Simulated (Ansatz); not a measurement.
## Pt under changes of volume

One of the cells (15.080 Å³/atom); the others are scaled copies at fixed shape and fractional positions:

```xyz
1
Lattice="0.0000 1.9609 1.9609 1.9609 0.0000 1.9609 1.9609 1.9609 0.0000" Properties=species:S:1:pos:R:3 pbc="T T T"
Pt    0.0000    0.0000    0.0000
```

```yaml
Program: Ansatz 0.2.0
Functional: LDA
Potentials_or_basis: all-electron LAPW, scalar-relativistic
Cutoff: 270 eV (chosen from the basis error)
Basis_error_allowed: 0.001 eV/atom
k_mesh: 12 × 12 × 12
Occupations: fermi-dirac, width 0.05 eV
Spin: no spin polarisation
```

```csv
volume (Å³/atom),energy over the lowest point (meV/atom),pressure (GPa)
14.175,24.48,14.0
14.477,5.60,6.4
14.778,0.00,-0.2
15.080,6.11,-6.0
15.381,22.54,-11.2
15.683,?,?
15.985,81.52,-19.6
```

Task: What does the run at 15.683 Å³/atom give?

Result: Energy over the lowest point 48.05 meV/atom; pressure -15.7 GPa.

Worked out: A Birch-Murnaghan fit of order 3 (a polynomial in V^(-2/3)) to the other rows has its minimum at 14.77 Å³/atom with B0 = V·E''(V) = 306 GPa and B' = 5.3. It gives 48.03 meV/atom at 15.683 Å³/atom, against the run's 48.05, and -dE/dV = -15.7 GPa, against -15.7.

Energies are extrapolated to zero smearing.
